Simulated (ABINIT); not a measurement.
# Sb (R-3m) in ABINIT: optical spectrum with PBE

Aim: the optical spectrum of Sb with PBE.

Everything below comes from runs of ABINIT 10.8.3 (patched build). Logs are shortened: lines on timing, memory, paths and dates and some standing lists are left out, and cuts for length are marked. The log counts tension as positive stress, the text compression.

**1. Starting point**

Symmetry: R-3m, No. 166, trigonal system. The conventional cell has a = 4.308 Å, b = 4.308 Å, c = 11.274 Å, α = 90.00°, β = 90.00°, γ = 120.00°. Around Sb (site symmetry 3m) lie 3 Sb at 2.91 Å.

**2. Optical spectrum, PBE**

Contents of run.abi:

```
# Datasets
ndtset 3

# Pseudopotentials
pp_dirpath "./"
pseudos "51_Sb_15_2.3_2.4_pbe_n_v1.0.psp8"

# Structure
acell 8.5163565957 8.5163565957 8.5163565957
rprim
     0.4780034715     0.2759754330     0.8338766345
    -0.4780034715     0.2759754330     0.8338766345
     0.0000000000    -0.5519508659     0.8338766345
ntypat 1
znucl 51
natom 2
typat 1 1
xred
   0.7665100000   0.7665100000   0.7665100000
   0.2334900000   0.2334900000   0.2334900000

# Plane-wave basis
ecut 26.0

# k points
ngkpt 8 8 8
nshiftk 1
shiftk 0.0 0.0 0.0
istwfk *1

# Exchange and correlation
ixc 11

# Bands and occupations
occopt 3
tsmear 0.05 eV

# SCF cycle
nstep 80

# Output
iomode 3
prteig 0
prtebands 0

# Dataset 1: ground state
nband1 19
tolvrs1 1.0e-12
prtden1 1
prtwf1 0
kptopt1 1

# Dataset 2: empty bands at fixed density
iscf2 -3
getden2 1
nband2 31
nbdbuf2 4
tolwfr2 1.0e-12
nstep2 120
prtden2 0
kptopt2 1

# Dataset 3: wave functions and velocity matrix elements in the full zone
optdriver3 8
wfk_task3 "wfk_optics_fullbz"
getwfk3 2
nband3 27
kptopt3 1
prtevk3 1
inclvkb3 2
```

Contents of optic.abi:

```
&FILES
 ddkfile_1 = 'runo_DS3_1_EVK.nc',
 ddkfile_2 = 'runo_DS3_2_EVK.nc',
 ddkfile_3 = 'runo_DS3_3_EVK.nc',
 wfkfile = 'runo_DS3_WFK.nc'
/
&PARAMETERS
 broadening = 0.005512,
 domega = 0.002,
 maxomega = 0.8,
 scissor = 0.000000,
 tolerance = 0.002
/
&COMPUTATIONS
 num_lin_comp = 2,
 lin_comp = 11,33,
 num_nonlin_comp = 0
/
```

Potentials or basis: SPMS NC PBE v1.0.

Run with:

```
> abinit run.abi > log 2>&1
> optic optic.abi > optic.log 2>&1
```

run.abo:

```text
.Version 10.8.3 of ABINIT
 DATASET    1 : space group R-3 m (#166); Bravais hR (rhombohedral)
================================================================================
 Values of the parameters that define the memory need for DATASET  1.
     intxc =       0    ionmov =       0      iscf =       7    lmnmax =       8
     lnmax =       8     mgfft =      40  mpssoang =       4    mqgrid =    3001
     natom =       2  nloc_mem =       1    nspden =       1   nspinor =       1
    nsppol =       1      nsym =      12    n1xccc =    2501    ntypat =       1
    occopt =       3   xclevel =       2
       mpw =        2598          nfft =       64000          nkpt =          65
================================================================================
================================================================================
[... 13 lines left out ...]
 DATASET    3 : space group R-3 m (#166); Bravais hR (rhombohedral)
================================================================================
 Values of the parameters that define the memory need for DATASET  3.
     intxc =       0    ionmov =       0      iscf =       7    lmnmax =       8
     lnmax =       8     mgfft =      40  mpssoang =       4    mqgrid =    3001
     natom =       2  nloc_mem =       1    nspden =       1   nspinor =       1
    nsppol =       1      nsym =      12    n1xccc =    2501    ntypat =       1
    occopt =       3   xclevel =       2
       mpw =        2598          nfft =       64000          nkpt =          65
================================================================================
================================================================================

--------------------------------------------------------------------------------
------------- Echo of variables that govern the present computation ------------
--------------------------------------------------------------------------------
 -outvars: echo values of preprocessed input variables --------
            acell      8.5163565957E+00  8.5163565957E+00  8.5163565957E+00 Bohr
              amu      1.21753000E+02
             ecut      2.60000000E+01 Hartree
           getden1          0
           getden2          1
           getden3          0
           getwfk1          0
           getwfk2          0
           getwfk3          2
             iscf1          7
             iscf2         -3
             iscf3          7
                       outvar_i_n : Printing only first  50 k-points.
              ixc          11
           jdtset        1    2    3
                       outvar_i_n : Printing only first  50 k-points.
         kptrlatt        8    0    0      0    8    0      0    0    8
          kptrlen      6.51335683E+01
            natom           2
            nband1         19
            nband2         31
            nband3         27
           nbdbuf1          0
           nbdbuf2          4
           nbdbuf3          0
           ndtset           3
            ngfft          40      40      40
             nkpt          65
            nstep1         80
            nstep2        120
            nstep3         80
             nsym          12
           ntypat           1
                       prtocc : prtvol=0, do not print more k-points.
                       prtocc : prtvol=0, do not print more k-points.
                       prtocc : prtvol=0, do not print more k-points.
           occopt           3
        optdriver1          0
        optdriver2          0
        optdriver3          8
           prtden1          1
           prtden2          0
           prtden3          1
        prtebands           0
           prteig           0
           prtevk1          0
           prtevk2          0
           prtevk3          1
            prtwf1          0
            prtwf2          1
            prtwf3          1
            rprim      4.7800347150E-01  2.7597543300E-01  8.3387663450E-01
                      -4.7800347150E-01  2.7597543300E-01  8.3387663450E-01
                       0.0000000000E+00 -5.5195086590E-01  8.3387663450E-01
          spgroup         166
           tolvrs1     1.00000000E-12
           tolvrs2     0.00000000E+00
           tolvrs3     0.00000000E+00
           tolwfr1     0.00000000E+00
           tolwfr2     1.00000000E-12
           tolwfr3     0.00000000E+00
           tsmear      1.83746611E-03 Hartree
            typat      1  1
         wfk_task1          0
         wfk_task2          0
         wfk_task3          7
                       outvars : Printing only first  50 k-points.
           xangst      1.1247695150E-16  3.4544035599E-10  8.6416337340E+00
[... 192 lines left out ...]
  GGA: Perdew-Burke-Ernzerhof functional - ixc=11
  J.P.Perdew, K.Burke, M.Ernzerhof, PRL 77, 3865 (1996)

 Real(R)+Recip(G) space primitive vectors, cartesian coordinates (Bohr,Bohr^-1):
 R(1)=  4.0708480  2.3503052  7.1015908  G(1)=  0.1228245  0.0709128  0.0469378
 R(2)= -4.0708480  2.3503052  7.1015908  G(2)= -0.1228245  0.0709128  0.0469378
 R(3)=  0.0000000 -4.7006104  7.1015908  G(3)=  0.0000000 -0.1418256  0.0469378
 Unit cell volume ucvol=  4.0767684E+02 bohr^3
 Angles (23,13,12)=  5.71101732E+01  5.71101732E+01  5.71101732E+01 degrees

 getcut: wavevector=  0.0000  0.0000  0.0000  ngfft=  40  40  40
         ecut(hartree)=     26.000   => boxcut(ratio)=   2.04633
--------------------------------------------------------------------------------

================================================================================

--- !BeginCycle
iteration_state: {dtset: 2, }
solver: {iscf: -3, nstep: 120, nline: 4, wfoptalg: 0, }
tolerances: {tolwfr: 1.00E-12, }
...

     iter   Etot(hartree)      deltaE(h)  residm     vres2
 Non-SCF case, kpt    1 (  0.00000  0.00000  0.00000), residuals and eigenvalues=
  2.78E-13  2.85E-13  4.43E-13  5.41E-13  6.07E-13  6.26E-13  2.31E-13  6.92E-13
  4.27E-13  5.14E-13  8.43E-13  6.21E-13  8.65E-13  5.20E-13  9.25E-13  5.64E-13
  5.27E-13  4.26E-13  5.12E-13  4.92E-13  5.12E-13  7.65E-13  6.95E-13  5.97E-13
  8.78E-13  5.92E-13  6.20E-13  2.33E-10  2.46E-09  1.30E-07  3.07E-07
 -9.4936E-01 -9.4936E-01 -9.4627E-01 -9.4627E-01 -9.4535E-01 -9.4212E-01
 -9.4212E-01 -9.4186E-01 -9.3899E-01 -9.3899E-01 -3.3318E-01 -4.2742E-02
  5.8363E-02  6.8408E-02  6.8408E-02  2.1136E-01  2.3365E-01  2.3365E-01
  3.2406E-01  3.2406E-01  3.2835E-01  3.7718E-01  3.9408E-01  3.9408E-01
  4.1859E-01  7.9603E-01  7.9603E-01  8.3117E-01  8.5067E-01  8.6950E-01
  8.6950E-01
 prteigrs : prtvol=0 or 1, do not print more k-points.

--- !ResultsGS
iteration_state: {dtset: 2, }
comment   : Summary of ground state results
lattice_vectors:
- [  4.0708480,   2.3503052,   7.1015908, ]
- [ -4.0708480,   2.3503052,   7.1015908, ]
- [  0.0000000,  -4.7006104,   7.1015908, ]
lattice_lengths: [   8.51636,    8.51636,    8.51636, ]
lattice_angles: [ 57.110,  57.110,  57.110, ] # degrees, (23, 13, 12)
lattice_volume:   4.0767684E+02
convergence: {deltae:  0.000E+00, res2:  0.000E+00, residm:  9.977E-13, diffor:  0.000E+00, }
etotal    :  -1.72283613E+02
entropy   :   0.00000000E+00
fermie    :   1.37813205E-01
cartesian_stress_tensor: null
pressure_GPa: null
xred      :
- [  7.6651E-01,   7.6651E-01,   7.6651E-01, Sb]
- [  2.3349E-01,   2.3349E-01,   2.3349E-01, Sb]
cartesian_forces: null
force_length_stats: {min: null, max: null, mean: null, }
...

 Integrated electronic density in atomic spheres:
 ------------------------------------------------
 Atom  Sphere_radius  Integrated_density
    1        2.00000         11.20766009
    2        2.00000         11.20766009
================================================================================

 ----iterations are completed or convergence reached----

 Mean square residual over all n,k,spin=   55.833E-14; max=  99.765E-14
 reduced coordinates (array xred) for    2 atoms
       0.766510000000      0.766510000000      0.766510000000
       0.233490000000      0.233490000000      0.233490000000

 cartesian coordinates (angstrom) at end:
    1      0.00000000000000     0.00000000034544     8.64163373399206
    2      0.00000000000000     0.00000000010523     2.63236625816989
 length scales=  8.516356595700  8.516356595700  8.516356595700 bohr
              =  4.506661827311  4.506661827311  4.506661827311 angstroms
 Eigenvalues (hartree) for nkpt=  65  k points:
 kpt#   1, nband= 31, wtk=  0.00195, kpt=  0.0000  0.0000  0.0000 (reduced coord)
  -0.94936   -0.94936   -0.94627   -0.94627   -0.94535   -0.94212   -0.94212   -0.94186
  -0.93899   -0.93899   -0.33318   -0.04274    0.05836    0.06841    0.06841    0.21136
   0.23365    0.23365    0.32406    0.32406    0.32835    0.37718    0.39408    0.39408
   0.41859    0.79603    0.79603    0.83117    0.85067    0.86950    0.86950
      occupation numbers for kpt#   1
   2.00000    2.00000    2.00000    2.00000    2.00000    2.00000    2.00000    2.00000
   2.00000    2.00000    2.00000    2.00000    2.00000    2.00000    2.00000    0.00000
   0.00000    0.00000    0.00000    0.00000    0.00000    0.00000    0.00000    0.00000
   0.00000    0.00000    0.00000    0.00000    0.00000    0.00000    0.00000
 prteigrs : prtvol=0 or 1, do not print more k-points.

--- !EnergyTerms
iteration_state     : {dtset: 2, }
comment             : Components of total free energy in Hartree
kinetic             :  8.84491348543451E+01
hartree             :  3.81389488085907E+01
xc                  : -4.08797146185523E+01
Ewald energy        : -1.07854485097863E+02
psp_core            :  8.14099389158364E+00
local_psp           : -9.44076859199240E+01
non_local_psp       : -6.38706938470382E+01
internal            : -1.72283501928859E+02
'-kT*entropy'       : -1.11608778280933E-04
total_energy        : -1.72283613537637E+02
...

--- !EnergyTermsDC
iteration_state     : {dtset: 2, }
comment             : '"Double-counting" decomposition of free energy'
band_energy         : -1.95569419859614E+01
Ewald energy        : -1.07854485097863E+02
psp_core            :  8.14099389158364E+00
xc_dc               : -5.30130686184504E+01
internal            : -1.72283501810692E+02
'-kT*entropy'       : -1.11608778280933E-04
total_energy_dc     : -1.72283613419470E+02
...

================================================================================
== DATASET  3 ==================================================================

--- !DatasetInfo
iteration_state: {dtset: 3, }
dimensions: {natom: 2, nkpt: 65, mband: 27, nsppol: 1, nspinor: 1, nspden: 1, mpw: 2598, }
cutoff_energies: {ecut:  26.0, pawecutdg:  -1.0, }
electrons: {nelect:   3.00000000E+01, charge:   0.00000000E+00, occopt:   3.00000000E+00, tsmear:   1.83746611E-03, }
meta: {optdriver: 8, wfk_task: 7, }
...

 mkfilename : getwfk/=0, take file _WFK from output of DATASET   2.

 Exchange-correlation functional for the present dataset will be:
  GGA: Perdew-Burke-Ernzerhof functional - ixc=11
  J.P.Perdew, K.Burke, M.Ernzerhof, PRL 77, 3865 (1996)

--------------------------------------------------------------------------------

 Computation of velocity matrix elements (DDK)

 Parameters extracted from the Abinit header:
    ecut:     26.0
    nkpt:    512
    mband:   31
    nsppol:  1
    nspinor: 1
    useylm:  0
    inclvkb: 2
    bmin: 1, bmax: 31
    Computing diagonal and off-diagonal matrix elements
    Between band index bmin: 1, bmax: 31

== END DATASET(S) ==============================================================
================================================================================

 -outvars: echo values of variables after computation  --------
            acell      8.5163565957E+00  8.5163565957E+00  8.5163565957E+00 Bohr
           etotal1    -1.7228361342E+02
           etotal2    -1.7228361342E+02
           etotal3     0.0000000000E+00
            fcart1    -6.7915170571E-19  4.7601239075E-19 -3.3562473371E-03
                       6.7915170571E-19 -4.7601239075E-19  3.3562473371E-03
            fcart3     0.0000000000E+00  0.0000000000E+00  0.0000000000E+00
                       0.0000000000E+00  0.0000000000E+00  0.0000000000E+00
            rprim      4.7800347150E-01  2.7597543300E-01  8.3387663450E-01
                      -4.7800347150E-01  2.7597543300E-01  8.3387663450E-01
                       0.0000000000E+00 -5.5195086590E-01  8.3387663450E-01
           strten1    -9.9716191905E-05 -9.9716195154E-05 -7.8502230884E-05
                      -7.9426497296E-13  0.0000000000E+00  0.0000000000E+00
           strten3     0.0000000000E+00  0.0000000000E+00  0.0000000000E+00
                       0.0000000000E+00  0.0000000000E+00  0.0000000000E+00
           xangst      1.1247695150E-16  3.4544035599E-10  8.6416337340E+00
                       8.6163867615E-19  1.0522616735E-10  2.6323662582E+00
             xred      7.6651000000E-01  7.6651000000E-01  7.6651000000E-01
                       2.3349000000E-01  2.3349000000E-01  2.3349000000E-01
 Calculation completed.
```

It took 2.7 min on 1 thread of AMD EPYC 9R45 (Zen 5), shared host; peak memory 0.74 GiB.

What came out:

| Quantity | Value |
| --- | --- |
| Free energy | -4688.0759 eV |
| Pressure | 2.7 GPa |
| Largest force | 0.173 eV/Å |
| Band gap on the k mesh | none (metal or under the smearing width) |

Forces on the atoms (eV/Å):
```
Sb   0.000  0.000 -0.173
Sb   0.000  0.000  0.173
```

Stress tensor (GPa, compression positive):
```
2.93 0.00 0.00
0.00 2.93 0.00
0.00 0.00 2.31
```

Dielectric function (mean over the directions given):
| energy (eV) | real part | imaginary part |
| --- | --- | --- |
| 0.33 | 74.80 | 58.11 |
| 1.31 | 12.77 | 74.82 |
| 2.29 | -18.46 | 22.61 |
| 3.37 | -8.47 | 7.10 |
| 4.35 | -2.73 | 5.18 |
| 5.44 | -3.59 | 6.47 |
| 6.42 | -1.90 | 3.36 |
| 7.51 | -2.82 | 2.52 |
| 8.49 | -2.06 | 1.37 |
| 9.58 | -1.61 | 1.15 |
| 10.56 | -1.02 | 0.84 |
| 11.65 | -0.62 | 0.65 |
| 12.63 | -0.48 | 0.50 |
| 13.71 | -0.28 | 0.37 |
| 14.69 | -0.06 | 0.33 |
| 15.78 | 0.05 | 0.22 |
| 16.76 | 0.19 | 0.14 |
| 17.85 | 0.29 | 0.11 |
| 18.83 | 0.38 | 0.08 |
| 19.92 | 0.47 | 0.06 |

Caveat: the intraband (Drude) term is left out; spectra need much finer meshes, so this one isn't converged; independent-particle spectra lack excitons.
